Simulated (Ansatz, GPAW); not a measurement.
**The basis that the transmission of a Ge chain with a Pd atom on top of one atom needs**

Aim: T(E), conductance and thermopower of a Ge chain with a Pd atom on top of one atom, and what cheaper settings cost in accuracy.

Calculated with GPAW 26.7.0 and Ansatz 0.2.0; Ansatz plane waves; Landauer transmission by layers, zero bias, in the first sound run; inputs show where later runs differ.

Most raw output is cut from this account.

**1. Starting point**

The cell holds 12 atoms: 11 Ge and 1 Pd. Cell: a = 9.000 Å, b = 9.000 Å, c = 25.850 Å, α = 90.0°, β = 90.0°, γ = 90.0°. Regions: left lead, 5 atoms (5 Ge); channel, 2 atoms (1 Ge and 1 Pd); right lead, 5 atoms (5 Ge). Vacuum lies along a and b. The structure is stacked along c, and the current runs across the ab planes.

**2. Plane waves, LDA**

A plane-wave run comes first: its basis does not favour the atoms, so it serves as the reference for the orbital bases.

input.yaml reads:

```yaml
crystal:
  lattice:
    - [9.0, 0.0, 0.0]
    - [0.0, 9.0, 0.0]
    - [0.0, 0.0, 25.85]
  atoms:
    - { symbol: Ge, position: [0.5, 0.5, 0.0454545455] }
    - { symbol: Ge, position: [0.5, 0.5, 0.1363636364] }
    - { symbol: Ge, position: [0.5, 0.5, 0.2272727273] }
    - { symbol: Ge, position: [0.5, 0.5, 0.3181818182] }
    - { symbol: Ge, position: [0.5, 0.5, 0.4090909091] }
    - { symbol: Ge, position: [0.5, 0.5, 0.5] }
    - { symbol: Pd, position: [0.756433333, 0.5, 0.5] }
    - { symbol: Ge, position: [0.5, 0.5, 0.5909090909] }
    - { symbol: Ge, position: [0.5, 0.5, 0.6818181818] }
    - { symbol: Ge, position: [0.5, 0.5, 0.7727272727] }
    - { symbol: Ge, position: [0.5, 0.5, 0.8636363636] }
    - { symbol: Ge, position: [0.5, 0.5, 0.9545454545] }
kpoints:
  mp_grid: { grid: [1, 1, 3] }
hamiltonian:
  xc: lda
scf:
  occupations: { method: fermi_dirac, width: 0.1 }
output:
  transmission:
    leads: [[0, 1]]
    e_range: [-2, 2]
    de: 0.05
    kmesh: [1, 1]
    reduced_basis: true
  write_potential: true
  write_density: true
  volumetric_format: npy
```

On the command line:

```console
$ ansatz run input.yaml --threads 2 --pin off --max-ram 4096MiB --backend cpu --events-out ev --progress --plain --runs-dir out
```

It took 3.2 min on 2 threads of Arm Neoverse V2, shared host; peak memory 2.1 GiB; 4.5 min of CPU time.

This step gave:

* free energy: -53195.7242 eV
* smearing term TS: 0.3509 eV
* symmetry operations: 4
* lead level: 0 eV from the Fermi level
* transmission at the Fermi level (one spin): 2.838
* open channels of the lead at the Fermi level (one spin): 3
* step of the potential along the lead: 2.9 meV
* offset of the lead: 0 Å

One spin. The transmission, zone mean by energy, zero at the Fermi level:

```tsv
energy (eV)	transmission, zone mean
-2.000	0.573
-1.800	0.596
-1.600	0.108
-1.400	0.0258
-1.200	0.905
-1.100	1.98
-1.000	1.33
-0.800	2.29
-0.600	2.41
-0.400	2.63
-0.200	2.77
0.000	2.84
0.200	2.87
0.400	2.90
0.600	2.91
0.800	2.92
0.950	2.92
1.000	2.92
1.200	2.92
1.400	2.89
1.600	2.81
1.800	2.57
2.000	2.01
```

One spin. Open channels, zone mean against energy, zero at the Fermi level:

energy (eV), open channels, zone mean and a bar from the least value:
```
    -2.00       1.00 
    -1.85       1.00 
    -1.70       1.00 
    -1.60       1.00 
    -1.45       1.00 
    -1.30       1.00 
    -1.15       1.00 
    -1.05       3.00 ##############################
    -0.90       3.00 ##############################
    -0.75       3.00 ##############################
    -0.60       3.00 ##############################
    -0.50       3.00 ##############################
    -0.35       3.00 ##############################
    -0.20       3.00 ##############################
    -0.05       3.00 ##############################
     0.00       3.00 ##############################
     0.05       3.00 ##############################
     0.20       3.00 ##############################
     0.35       3.00 ##############################
     0.50       3.00 ##############################
     0.60       3.00 ##############################
     0.75       3.00 ##############################
     0.90       3.00 ##############################
     1.05       3.00 ##############################
     1.15       3.00 ##############################
     1.30       3.00 ##############################
     1.45       3.00 ##############################
     1.60       3.00 ##############################
     1.70       3.00 ##############################
     1.85       3.00 ##############################
     2.00       3.00 ##############################
```

Crystal 0, spin -, k parallel (0, 0); distinct values, listed up to 1.5 1/Å. Table of Im kz of the slowest decaying states by energy, zero at the Fermi level:

```tsv
energy (eV)	decay 1 (Å⁻¹)	decay 2 (Å⁻¹)	decay 3 (Å⁻¹)	decay 4 (Å⁻¹)
-2.0000	0.464	0.464	1.25	1.38
-1.7500	0.391	0.392	1.22	1.35
-1.5000	0.302	0.303	1.19	1.33
-1.2500	0.170	0.172	1.17	1.30
-1.0000	1.14	1.28	1.35	1.36
-0.7500	1.11	1.25	1.33	1.34
-0.5000	1.08	1.22	1.30	1.32
-0.2500	1.04	1.20	1.28	1.29
0.0000	1.01	1.17	1.25	1.27
0.2500	0.979	1.14	1.22	1.24
0.5000	0.944	1.11	1.20	1.22
0.7500	0.908	1.08	1.17	1.19
1.0000	0.870	1.05	1.14	1.16
1.2500	0.831	1.02	1.11	1.13
1.5000	0.790	0.985	1.08	1.11
1.7500	0.746	0.951	1.05	1.08
2.0000	0.700	0.915	1.01	1.05
```

Crystal 0, spin -, k parallel (0, 0). The Re kz of states that move upwards by energy, zero at the Fermi level:

```tsv
energy (eV)	channel 1 (Å⁻¹)	channel 2 (Å⁻¹)	channel 3 (Å⁻¹)
-2.00	-1.23	-	-
-1.85	-1.21	-	-
-1.70	-1.20	-	-
-1.60	-1.19	-	-
-1.45	-1.18	-	-
-1.30	-1.17	-	-
-1.15	-1.15	-	-
-1.05	-1.14	0.144	0.147
-0.90	-1.13	0.242	0.244
-0.75	-1.12	0.311	0.312
-0.60	-1.11	0.367	0.368
-0.50	-1.10	0.400	0.401
-0.35	-1.09	0.446	0.446
-0.20	-1.07	0.487	0.488
-0.05	-1.06	0.525	0.526
0.00	-1.06	0.537	0.538
0.05	-1.05	0.549	0.550
0.20	-1.04	0.584	0.584
0.35	-1.03	0.616	0.617
0.50	-1.02	0.647	0.648
0.60	-1.01	0.667	0.668
0.75	-0.999	0.697	0.697
0.90	-0.987	0.725	0.725
1.05	-0.976	0.752	0.752
1.15	-0.968	0.770	0.770
1.30	-0.957	0.796	0.796
1.45	-0.945	0.821	0.821
1.60	-0.934	0.846	0.846
1.70	-0.927	0.862	0.862
1.85	-0.915	0.886	0.886
2.00	-0.904	0.909	0.910
```

The electrostatic potential energy of an electron (with the applied field's), less the Fermi level, planar mean oscillates, so the rows of the table below give means over windows of 2.3 Å about each position, cut where the curve ends. Its maxima inside the range that stand out by 2 % of the span (Å: eV): 2.3: 4.71, 4.7: 4.70, 7.0: 4.69, 9.3: 4.64, 11.6: 4.39, 14.2: 4.39, 16.5: 4.64, 18.8: 4.69, 21.1: 4.70, 23.6: 4.71. Its minima: 1.1: 3.48, 3.6: 3.48, 5.9: 3.46, 8.2: 3.44, 10.6: 3.34, 12.9: 1.40, 15.2: 3.34, 17.7: 3.44, 20.0: 3.46, 22.3: 3.48, 24.7: 3.48.

Electrostatic potential energy of an electron (with the applied field's), less the Fermi level, planar mean against z; means over each step:

z (Å), electrostatic potential energy of an electron (with the applied field's), less the Fermi level, planar mean (eV) and a bar from the least value:
```
     1.15       4.08 ##############################
     3.45       4.08 ##############################
     5.75       4.06 #############################
     8.05       4.04 #############################
    10.35       3.95 ###########################
    12.65       2.88 
    14.95       3.88 #########################
    17.25       4.04 #############################
    19.55       4.07 #############################
    21.85       4.08 ##############################
    24.15       4.09 ##############################
```

The valence density, planar mean oscillates, so the rows of the table below give means over windows of 2.3 Å about each position, cut where the curve ends. Its maxima inside the range that stand out by 2 % of the span (Å: e/Å³): 1.1: 0.230, 3.6: 0.222, 5.9: 0.231, 8.2: 0.228, 10.6: 0.226, 12.9: 0.440, 15.2: 0.226, 17.7: 0.228, 20.0: 0.231, 22.3: 0.222, 24.7: 0.230. Its minima: 2.3: 0.0187, 4.7: 0.0186, 7.0: 0.0186, 9.3: 0.0188, 11.5: 0.0245, 14.4: 0.0245, 16.5: 0.0188, 18.8: 0.0186, 21.1: 0.0186, 23.6: 0.0187.

Valence density, planar mean against z; means over each step:

z (Å), valence density, planar mean (e/Å³) and a bar from the least value:
```
     1.15      0.075 
     3.45      0.075 
     5.75      0.075 
     8.05      0.075 
    10.35      0.075 
    12.65      0.167 ##############################
    14.95      0.078 #
    17.25      0.075 
    19.55      0.075 
    21.85      0.075 
    24.15      0.074
```

T at the Fermi level is 2.84 of 3 open channels a spin.

**3. Double-zeta polarised basis**

Localised orbitals split the wire into layers that couple to their neighbours alone, which is what the Green's function method needs; double zeta with polarisation is the usual level for numbers.

This step: GPAW LCAO, PAW setups; Landauer transmission from Green's functions with principal layers (ASE), zero bias (GPAW 26.7.0).

run.py reads:

```python
import json
import numpy as np
from ase import Atoms
from ase.transport.calculators import TransportCalculator
from gpaw import GPAW, FermiDirac
from gpaw.lcao.tools import get_lcao_hamiltonian
from scipy.linalg import eigh

# The junction with lead layers at both ends, along the third cell vector
device = Atoms(
    ['Ge', 'Ge', 'Ge', 'Ge', 'Ge', 'Ge', 'Pd', 'Ge', 'Ge', 'Ge', 'Ge', 'Ge'],
    positions=[
        [4.50000, 4.50000, 1.17500],
        [4.50000, 4.50000, 3.52500],
        [4.50000, 4.50000, 5.87500],
        [4.50000, 4.50000, 8.22500],
        [4.50000, 4.50000, 10.57500],
        [4.50000, 4.50000, 12.92500],
        [6.80790, 4.50000, 12.92500],
        [4.50000, 4.50000, 15.27500],
        [4.50000, 4.50000, 17.62500],
        [4.50000, 4.50000, 19.97500],
        [4.50000, 4.50000, 22.32500],
        [4.50000, 4.50000, 24.67500]],
    cell=[[9.0, 0.0, 0.0], [0.0, 9.0, 0.0], [0.0, 0.0, 25.85]],
    pbc=True)

# One principal layer of the lead: the first 3 atoms of the device
lead = Atoms(
    ['Ge', 'Ge', 'Ge'],
    positions=[
        [4.50000, 4.50000, 1.17500],
        [4.50000, 4.50000, 3.52500],
        [4.50000, 4.50000, 5.87500]],
    cell=[[9.0, 0.0, 0.0], [0.0, 9.0, 0.0], [0.0, 0.0, 7.05]],
    pbc=True)

settings = dict(mode='lcao', basis='dzp', xc='PBE', h=0.2,
                occupations=FermiDirac(0.1), maxiter=250,
                mixer=dict(beta=0.1, nmaxold=8, weight=100.0),
                convergence=dict(density=0.0001))
energies = np.arange(-2, 2 + 1e-9, 0.05)
eta = 0.0001
n1, n2 = 1, 1
# k and -k transmit alike, so half of the mesh across the current serves
mesh = [(i, j) for i in range(n1) for j in range(n2) if (i, j) <= (-i % n1, -j % n2)]
weights = np.array([1 if (i, j) == (-i % n1, -j % n2) else 2 for i, j in mesh]) / (n1 * n2)

# [... helper functions left out ...]
fermi_lead = ground_state(lead, (1, 1, 16), 'lead.txt')
fermi_device = ground_state(device, (1, 1, 3), 'device.txt')
# [... loop over the mesh left out, but for ...]
        # Shift the lead onto the potential of the device's first layer
        shift = ((H[:, 0, 0] - H0[:, 0, 0]) / S0[0, 0]).real.mean()
# [...]
kT = 8.617333e-5 * 500
bias = [0.1, 0.2, 0.5, 1.0, 1.5, 2.0]
# [... integrals and printing left out ...]
```

On the command line:

```console
$ OMP_NUM_THREADS=1 OPENBLAS_NUM_THREADS=2 python run.py
```

The job ended after 31 s (2 threads; peak memory 0.87 GiB).

This step gave:

| Quantity | Value |
| --- | --- |
| conductance | 2.860 G₀ |
| largest coupling past the next principal layer | 9.77e-6 eV |
| largest misfit of the first principal layer | 0.01150 eV |
| shift that aligns the lead | -0.02384 eV |
| basis functions of the junction | 170 |
| basis functions of a principal layer | 39 |
| transmission at the Fermi level (one spin) | 2.862 |

One spin. Table of transmission, zone mean by energy, zero at the Fermi level:

```tsv
energy (eV)	transmission, zone mean
-2.000	0.577
-1.800	0.577
-1.600	0.0368
-1.400	0.204
-1.200	0.764
-1.000	1.63
-0.950	2.24
-0.800	1.46
-0.600	2.56
-0.400	2.70
-0.200	2.81
0.000	2.86
0.200	2.89
0.400	2.91
0.600	2.93
0.800	2.94
1.000	2.95
1.100	2.95
1.200	2.94
1.400	2.93
1.600	2.90
1.800	2.80
2.000	2.46
```

Not self-consistent under bias; the bias window is split evenly. Current through one cell, from the zero-bias transmission against bias:

```tsv
bias (V)	current through one cell, from the zero-bias transmission (μA)
0.100	22.2
0.200	44.3
0.500	111
1.000	219
1.500	323
2.000	415
```

The transmission of the three most open eigenchannels by energy, zero at the Fermi level:

```tsv
energy (eV)	channel 1	channel 2	channel 3
-2.00	0.577	0	0
-1.85	0.613	0	0
-1.70	0.380	0	0
-1.60	0.0368	0	0
-1.45	0.209	2.1e-12	0
-1.30	0.0226	3.4e-9	0
-1.15	0.906	3.1e-7	7.2e-9
-1.05	0.986	0.214	0.0595
-0.90	0.996	0.596	0.248
-0.75	0.999	0.578	0.482
-0.60	0.997	0.933	0.630
-0.50	0.998	0.902	0.730
-0.35	0.998	0.902	0.834
-0.20	0.999	0.918	0.891
-0.05	0.999	0.933	0.920
0.00	0.999	0.937	0.926
0.05	0.999	0.940	0.932
0.20	0.999	0.948	0.946
0.35	0.999	0.957	0.953
0.50	0.999	0.967	0.956
0.60	0.999	0.972	0.957
0.75	0.999	0.980	0.958
0.90	0.999	0.986	0.958
1.05	0.999	0.990	0.956
1.15	0.999	0.992	0.953
1.30	1.000	0.995	0.946
1.45	1.000	0.996	0.931
1.60	1.000	0.998	0.902
1.70	1.000	0.998	0.867
1.85	1.000	0.999	0.757
2.00	1.000	0.999	0.465
```

At the Fermi level T is 2.86 against 2.84 in plane waves, which used another functional. Couplings past the next layer reach 9.8e-6 eV, small enough to drop; the matrix elements of the cell's first layer differ from the bulk lead's by up to 0.011 eV. That layer keeps its own values in the calculation, and only beyond it is the lead taken as perfect. The Fermi levels of lead and junction count from different zeros of potential, one for each periodic cell; with both set to zero, the small remaining shift is what aligns them. By hand: G = 2.860 × 77.48 μS = 222 μS, a resistance of 4.51 kΩ; at 0.1 V a linear junction would pass 22.2 μA, and the integral over the bias window gives 22.2 μA.

**4. Single-zeta polarised basis**

One radial function a shell plus polarisation makes the matrices smaller; the question is what that costs.

Edit run.py of step 3 so:

```diff
@@ -37,3 +37,3 @@
 
-settings = dict(mode='lcao', basis='dzp', xc='PBE', h=0.2,
+settings = dict(mode='lcao', basis='szp(dzp)', xc='PBE', h=0.2,
                 occupations=FermiDirac(0.1), maxiter=250,
```

The job ended after 26 s (2 threads; peak memory 0.86 GiB).

This step gave:

| Property | Result |
| --- | --- |
| conductance | 2.880 G₀ |
| largest coupling past the next principal layer | 9.47e-6 eV |
| largest misfit of the first principal layer | 0.01021 eV |
| shift that aligns the lead | -0.02587 eV |
| basis functions of the junction | 114 |
| basis functions of a principal layer | 27 |
| transmission at the Fermi level (one spin) | 2.881 |

One spin. The transmission, zone mean by energy, zero at the Fermi level:

energy (eV), transmission, zone mean and a bar:
```
    -2.00       0.45 ####
    -1.85       0.22 #
    -1.70       0.10 
    -1.60       0.47 ####
    -1.50       0.59 #####
    -1.45       0.52 ####
    -1.30       0.44 ####
    -1.15       0.96 #########
    -1.05       1.10 ###########
    -0.90       1.39 ##############
    -0.75       2.43 ########################
    -0.60       2.56 ##########################
    -0.50       2.65 ###########################
    -0.35       2.76 ############################
    -0.20       2.83 #############################
    -0.05       2.87 #############################
     0.00       2.88 #############################
     0.05       2.89 #############################
     0.20       2.91 #############################
     0.35       2.92 ##############################
     0.50       2.93 ##############################
     0.60       2.94 ##############################
     0.75       2.95 ##############################
     0.90       2.95 ##############################
     1.05       2.96 ##############################
     1.15       2.96 ##############################
     1.30       2.96 ##############################
     1.45       2.96 ##############################
     1.60       2.95 ##############################
     1.70       2.94 ##############################
     1.85       2.93 ##############################
     2.00       2.90 #############################
```

Not self-consistent under bias; the bias window is split evenly. The current through one cell, from the zero-bias transmission by bias:

```tsv
bias (V)	current through one cell, from the zero-bias transmission (μA)
0.100	22.3
0.200	44.6
0.500	111
1.000	221
1.500	327
2.000	418
```

Transmission of the three most open eigenchannels against energy, zero at the Fermi level:

```tsv
energy (eV)	channel 1	channel 2	channel 3
-2.000	0.448	0	0
-1.800	0.0780	0	0
-1.600	0.469	0	0
-1.400	0.306	1.7e-12	0
-1.200	0.918	6.8e-11	3.8e-12
-1.000	0.992	0.132	0.0389
-0.800	0.997	0.985	0.378
-0.600	0.998	0.922	0.636
-0.400	0.998	0.912	0.821
-0.200	0.999	0.931	0.903
0.000	0.999	0.947	0.935
0.200	0.999	0.957	0.952
0.400	0.999	0.966	0.961
0.600	0.999	0.977	0.964
0.800	0.999	0.985	0.966
1.000	0.999	0.990	0.967
1.200	0.999	0.994	0.966
1.400	0.999	0.996	0.962
1.600	0.999	0.998	0.953
1.800	1.000	0.998	0.935
2.000	1.000	0.999	0.897
```

The conductance, 2.88 G₀, lies 0.7 % above that of the dzp run.

**5. Minimal basis**

The minimal basis is the cheapest rung: no second zeta and no polarisation.

Edit run.py of step 4 so:

```diff
@@ -37,3 +37,3 @@
 
-settings = dict(mode='lcao', basis='szp(dzp)', xc='PBE', h=0.2,
+settings = dict(mode='lcao', basis='sz(dzp)', xc='PBE', h=0.2,
                 occupations=FermiDirac(0.1), maxiter=250,
```

Run time: 21 s. Hardware: 2 threads; peak memory 0.8 GiB.

This step gave:

| Quantity | Value |
| --- | --- |
| conductance | 2.874 G₀ |
| largest coupling past the next principal layer | 9.36e-6 eV |
| largest misfit of the first principal layer | 0.01192 eV |
| shift that aligns the lead | -0.02703 eV |
| basis functions of the junction | 56 |
| basis functions of a principal layer | 12 |
| transmission at the Fermi level (one spin) | 2.876 |

The conductance, 2.87 G₀, lies 0.5 % above that of the dzp run.

**6. RPBE in the dzp basis: xc = "RPBE"**

Back in the dzp basis, the functional changes from PBE to RPBE, to set the spread between functionals beside that between bases.

Edit run.py of step 5 so:

```diff
@@ -37,3 +37,3 @@
 
-settings = dict(mode='lcao', basis='sz(dzp)', xc='PBE', h=0.2,
+settings = dict(mode='lcao', basis='dzp', xc='RPBE', h=0.2,
                 occupations=FermiDirac(0.1), maxiter=250,
```

Elapsed: 30 s, on 2 threads; peak memory 0.87 GiB.

This step gave:

```yaml
conductance: 2.863 G₀
largest_coupling_past_the_next_principal_layer: 9.83e-6 eV
largest_misfit_of_the_first_principal_layer: 0.01032 eV
shift_that_aligns_the_lead: -0.02293 eV
basis_functions_of_the_junction: 170
basis_functions_of_a_principal_layer: 39
transmission_at_the_fermi_level_one_spin: 2.865
```

The conductance equals that of the dzp run to 0.2 %.

**7. The ladder**

Times are for 2 threads of Arm Neoverse V2, shared host. The series side by side:

```tsv
no.	run	conductance (G₀)	time	memory (GiB)
1	dzp	2.860	31 s	0.87
2	szp	2.880	26 s	0.86
3	sz	2.874	21 s	0.8
4	dzp RPBE	2.863	30 s	0.87
```

**8. Comparison**

The curves are compared point by point over the common energies.

This step: comparison of transmission and cost over codes and levels (GPAW 26.7.0).

Ladder, by row:

```tsv
step	code	T at the Fermi level (sum over the listed spins)	conductance (G0)	r.m.s. T(E) from the first	wall time (s)	peak memory (GiB)	threads
pw-lda	Ansatz	2.838	-	0	191	2.102	2
dzp	GPAW	2.862	2.86	0.2325	31.25	0.87	2
szp	GPAW	2.881	2.88	0.2689	26.04	0.86	2
sz	GPAW	2.876	2.874	0.2445	21.24	0.8	2
dzp-RPBE	GPAW	2.865	2.863	0.2222	30.07	0.87	2
```

(Part 1 of 2 ends here.)

[Logs are printed without paths, hosts, clocks, repeated set-up lines and the standing remarks that a program may print on its own settings, such as how far it seeks lower states.]

[Hosts, paths, dates, database ids (printed as entryN), source tags and the programs' standing remarks are cut or masked in the printed files.]
